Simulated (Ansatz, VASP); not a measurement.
Au in VASP and in Ansatz

```
CELL_PARAMETERS angstrom
0.00000 2.03500 2.03500
2.03500 0.00000 2.03500
2.03500 2.03500 0.00000
ATOMIC_POSITIONS crystal
Au 0.00000 0.00000 0.00000
```

Alike in both runs: task relaxation of cell and atoms; functional revPBE; dispersion D3(BJ); k mesh 11 × 11 × 11; occupations fermi-dirac, width 0.05 eV; no spin polarisation.

|  | VASP | Ansatz |
| --- | --- | --- |
| version | VASP 6.6.1 | Ansatz 0.2.0 |
| potentials or method | VASP PAW PBE potentials, release 64 (Au), cutoff 600 eV | all-electron LAPW, scalar-relativistic |

|  | VASP | Ansatz | Ansatz less VASP |
| --- | --- | --- | --- |
| relaxed volume (Å³/atom) | 16.93 | 16.96 | +0.023 |
| relaxed cell length with the largest relative difference (Å) | 2.882 | 2.884 | +0.0013 |

Ansatz ran all-electron here, so the differences hold the error of VASP's frozen core and of both bases.

Caveats: the PAW data sets were made with another functional, which shifts forces and pressure a little (VASP); pairwise dispersion overbinds metals, which lowers pressure and volume (VASP). The runs have no spin-orbit coupling, so splittings on Au are missing. Zero-point motion and thermal expansion aren't in these numbers.
